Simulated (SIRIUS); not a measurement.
P:

```xyz
4
Lattice="1.6477 -5.4650 0.0000 1.6477 5.4650 0.0000 0.0000 0.0000 4.5436" Properties=species:S:1:pos:R:3 pbc="T T T"
P     1.6477   -4.4173    2.6754
P     1.6477    4.4173    1.8683
P     1.6477   -1.0477    0.4035
P     1.6477    1.0477    4.1401
```

```yaml
Program: SIRIUS 7.10.0
Task: single point
Functional: PBE
Potentials_or_basis: PseudoDojo 0.4.1 PBE standard (scalar relativistic)
Cutoff: 611 eV
Density_cutoff: 2443 eV
k_mesh: 8 × 8 × 6
Occupations: fermi-dirac, width 0.05 eV
Spin: no spin polarisation
```

On this cell: pressure 2.1 GPa; largest force 0.353 eV/Å; band gap on the k mesh 0.09 eV.

The same run follows on a disturbed copy (atoms moved at random, drawn with an rms of 0.05 Å):

```
P
1.0
     1.64774   -5.46504    0.00000
     1.64774    5.46504    0.00000
     0.00000    0.00000    4.54364
P
4
Direct
  0.91262 0.10718 0.59324
  0.09423 0.90635 0.41410
  0.59181 0.40672 0.09350
  0.40068 0.58277 0.90595
```

Task: What does the disturbed cell give?

Result: The energy moves by +25.0 meV/atom; pressure 4.0 GPa; largest force 1.490 eV/Å; band gap on the k mesh 0.30 eV.

Forces on the atoms (eV/Å):
```
P   -0.749  0.048 -0.734
P   -0.027 -0.076  0.212
P    0.037 -0.978 -0.291
P    0.739  1.006  0.813
```

Stress tensor (GPa, compression positive):
```
 2.93 -0.13  1.75
-0.13  4.70  0.13
 1.75  0.13  4.41
```

A k mesh can miss the band edges.
